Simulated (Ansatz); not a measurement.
## Bi2Te3: the change of pressure and energy above lowest point with volume scale

All results are calculated (Ansatz 0.2.0). Free energy against uniform scaling of the volume at fixed shape and fractions; periodic cell, basis, potentials, k mesh and filling as listed.

The cell before it is scaled or strained (space group R3m, No. 160):
```
cell vectors (Å)
   2.2085     1.2751     9.9467
  -2.2085     1.2751     9.9467
   0.0000    -2.5502     9.9467
atoms (fractions of the cell vectors)
Bi  0.18800  0.18800  0.18800
Bi  0.59800  0.59800  0.59800
Te  0.38900  0.38900  0.38900
Te  0.80000  0.80000  0.80000
Te  0.00000  0.00000  0.00000
```

Settings of every row: functional PBE; dispersion none; potentials PAW; wave cutoff 571.44 eV; density cutoff 2285.8 eV; k mesh 6x6x6; k shift 0x0x0; occupations fermi dirac; smearing width 0.05 eV; spin none.

Limits: coarse k mesh, up to 40 meV an atom off; no spin-orbit coupling, which can matter with elements this heavy.

```csv
row,volume scale,V (Å³/atom),pressure (GPa),energy above lowest point (meV/atom)
1,0.9,30.251,8.74,107.8
2,0.925,31.092,6.59,67.8
3,0.95,31.932,4.72,38.3
4,0.975,32.772,3.09,17.9
5,1,33.613,1.67,5.5
6,1.025,34.453,0.44,0
7,1.05,35.293,?,?
8,1.075,36.134,-1.57,6.4
9,1.1,36.974,-2.39,16.9
```

Question: what pressure and energy above lowest point should row 7 give?

Worked fit of pressure. Take u = (V_r/V)^(2/3) − 1 with V_r = 33.192 Å³ an atom, which is twice the finite (Eulerian) strain; such expansions in the strain, on which the Birch-Murnaghan equation of state is built, carry the rest volume and the bulk modulus. The shown rows have u = 0.06381, 0.04454, 0.02614, 0.00853, -0.00837, -0.02455, -0.05504, -0.06941. Least squares give pressure = 2.358 + 83.9 × u + 238.8 × u² + 219 × u³ GPa; a parabola predicts inner rows, each left out in turn, worse (root mean square 0.016 against 0.0031 GPa). All shown rows lie on it to the printed digit. The pressure vanishes at u = -0.0307, or V = 34.78 Å³ an atom, and there the bulk modulus at fixed shape and fractions is B = −V dP/dV = (2/3)(1 + u) dP/du = 45.1 GPa. Letting shape and atoms relax would as a rule lower it, by much in layered, chain or molecular crystals. The withheld row has u = -0.04009, so the fit gives 2.358 + 83.9 × (-0.04009) + 238.8 × (-0.04009)² + 219 × (-0.04009)³ = -0.64 GPa.

The calculation gave -0.64 GPa. The fit meets it to the printed digit.

Worked fit of energy above lowest point. Take u = (V_r/V)^(2/3) − 1 with V_r = 33.192 Å³ an atom, which is twice the finite (Eulerian) strain; such expansions in the strain, on which the Birch-Murnaghan equation of state is built, carry the rest volume and the bulk modulus. The shown rows have u = 0.06381, 0.04454, 0.02614, 0.00853, -0.00837, -0.02455, -0.05504, -0.06941. Least squares give energy above lowest point = 10.78 + 734.2 × u + 12094 × u² + 3579 × u³ meV/atom; a parabola predicts inner rows, each left out in turn, worse (root mean square 0.25 against 0.023 meV/atom). All shown rows lie on it to the printed digit. Its lowest point lies at u = -0.0308, or V = 34.79 Å³ an atom, and the curvature there gives the bulk modulus at fixed shape and fractions, B = (4/9)(1 + u)² E″(u)/V = 45.2 GPa. Letting shape and atoms relax would as a rule lower it, by much in layered, chain or molecular crystals. The withheld row has u = -0.04009, so the fit gives 10.78 + 734.2 × (-0.04009) + 12094 × (-0.04009)² + 3579 × (-0.04009)³ = 0.6 meV/atom.

The calculation gave 0.6 meV/atom. The fit meets it to the printed digit.
